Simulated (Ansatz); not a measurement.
**SiC: field gradients against cell size**

Reference cell: a refined structure from the COD, its atoms then relaxed with PBE in this cell.

```cif
data_SiC
_symmetry_space_group_name_H-M 'Cmc2_1'
_symmetry_Int_Tables_number 36
_cell_length_a 3.0778
_cell_length_b 5.3350
_cell_length_c 15.1219
_cell_angle_alpha 90.000
_cell_angle_beta 90.000
_cell_angle_gamma 90.000
loop_
_atom_site_label
_atom_site_type_symbol
_atom_site_symmetry_multiplicity
_atom_site_Wyckoff_symbol
_atom_site_fract_x
_atom_site_fract_y
_atom_site_fract_z
Si1 Si 4 a 0.5000 0.3333 0.1423
Si3 Si 4 a 0.5000 0.9999 0.4755
Si5 Si 4 a 0.5000 0.6666 0.3088
C7 C 4 a 0.5000 0.9998 0.3502
C9 C 4 a 0.5000 0.3334 0.0173
C11 C 4 a 0.5000 0.6666 0.1838
```

One atom of each set is listed; the run and its k-mesh use a cell of 12 atoms with edges of 3.08, 3.08, 15.12 Å.

The numbers come from a DFT calculation in Ansatz (PBE, plane waves and PAW (field gradients read without the response of the frozen cores, which leaves them typically 4 to 6 % off), scalar-relativistic, 420 eV cutoff, Γ-centred 10×10×2 k-points, Fermi–Dirac smearing 0.02 eV).

The cell is scaled uniformly, and the ions keep their fractional positions. Sites with gradients under 0.05 are left out.

(1) How do the gradients (10²¹ V/m²) respond?

## Answers

(1) 

```json
{"V/V₀": "0.96", "Si1 V_zz (η)": "0.21 (0.02)", "Si3 V_zz (η)": "-0.052 (0.10)", "Si5 V_zz (η)": "0.25 (0.02)", "C7 V_zz (η)": "0.23 (0.06)", "C9 V_zz (η)": "0.069 (0.19)"}
{"V/V₀": "0.97", "Si1 V_zz (η)": "0.21 (0.02)", "Si3 V_zz (η)": "-0.052 (0.10)", "Si5 V_zz (η)": "0.25 (0.02)", "C7 V_zz (η)": "0.22 (0.06)", "C9 V_zz (η)": "0.069 (0.19)"}
{"V/V₀": "1.00", "Si1 V_zz (η)": "0.21 (0.02)", "Si3 V_zz (η)": "-0.052 (0.10)", "Si5 V_zz (η)": "0.24 (0.02)", "C7 V_zz (η)": "0.21 (0.06)", "C9 V_zz (η)": "0.068 (0.20)"}
{"V/V₀": "1.04", "Si1 V_zz (η)": "0.20 (0.02)", "Si3 V_zz (η)": "-0.052 (0.10)", "Si5 V_zz (η)": "0.24 (0.02)", "C7 V_zz (η)": "0.20 (0.07)", "C9 V_zz (η)": "0.066 (0.20)"}
{"V/V₀": "1.06", "Si1 V_zz (η)": "0.20 (0.02)", "Si3 V_zz (η)": "-0.052 (0.10)", "Si5 V_zz (η)": "0.24 (0.02)", "C7 V_zz (η)": "0.19 (0.07)", "C9 V_zz (η)": "0.066 (0.20)"}
```

Logarithmic slopes d ln|V_zz|/d ln V over the series, for the sites that change steadily: Si1 -0.8, Si5 -0.4, C7 -1.6, C9 -0.6. Point charges on a uniformly scaled lattice would give −1; charge that moves in the bonds makes the difference.
